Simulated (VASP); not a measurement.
Write the native input for VASP 6.6.1 that does the following.

- Task: relaxation of cell and atoms
- Functional: r2SCAN
- Dispersion: rVV10
- Potentials or basis: VASP PAW PBE potentials, release 64 (C)
- Cutoff: 600 eV
- k mesh: 12 × 12 × 4
- Occupations: gaussian, width 0.03 eV
- Spin: no spin polarisation
- Further INCAR settings: ALGO = Normal; EDIFF = 1e-06; IBRION = 2; EDIFFG = -0.01; NSW = 90; ISIF = 3

The structure of C lies in POSCAR:

```
C
1.0
    2.4672912600      0.0000000000      0.0000000000
   -1.2336456300      2.1367369100      0.0000000000
    0.0000000000      0.0000000000      7.8030730000
C
4
Direct
    0.0000000000      0.0000000000      0.2500000000
    0.0000000000      0.0000000000      0.7500000000
    0.3333333300      0.6666666700      0.2500000000
    0.6666666700      0.3333333300      0.7500000000
```

These files were run (other wordings do the same):

INCAR

```
PREC     = Accurate       # precision mode
ENCUT    = 600            # plane-wave cutoff, eV
EDIFF    = 1E-6           # SCF threshold, eV
ISMEAR   = 0              # smearing method
SIGMA    = 0.03           # smearing width, eV
LREAL    = False          # projectors in reciprocal space
LASPH    = True           # aspherical terms in the spheres
NELM     = 80             # most SCF steps
ALGO     = Normal         # electronic algorithm
ISIF     = 3              # what is computed and relaxed
LWAVE    = False          # write WAVECAR
LCHARG   = False          # write CHGCAR
METAGGA  = R2SCAN         # meta-GGA
LMIXTAU  = True         
LUSE_VDW = True         
IVDW_NL  = 2            
BPARAM   = 11.95        
CPARAM   = 0.0093       
IBRION   = 2              # ionic algorithm
NSW      = 90             # ionic steps
EDIFFG   = -0.01          # ionic threshold
```

KPOINTS

```
Automatic mesh
0
Gamma
  12 12 4
```

Potentials or basis: VASP PAW PBE potentials, release 64 (C).

Launch:

```bash
$ cat potpaw_PBE.64/C/POTCAR > POTCAR
$ mpirun -np 1 vasp_std > vasp.out
```

It gave:

```yaml
Relaxed_volume: 8.63 Å³/atom
Relaxed_cell: a = 2.456 Å, b = 2.456 Å, c = 6.610 Å, α = 90.00°, β = 90.00°, γ = 120.00°
Space_group_after_relaxing_to_0.05_Å: P6_3/mmc (No. 194)
Energy_gained_by_relaxing: 21.9 meV/atom
Ionic_steps: 10
Pressure_after_relaxing: 0.0 GPa
Band_gap_on_the_k_mesh: none (metal or under the smearing width)
```

Caveat: the volume moved by over 15 % at a fixed basis, so the end points are rough; the PAW data sets were made with another functional, which shifts forces and pressure a little.

It took 11 min on 1 thread of Intel(R) Xeon(R) 6975P-C (Granite Rapids), on a shared host, peak memory 0.28 GiB.
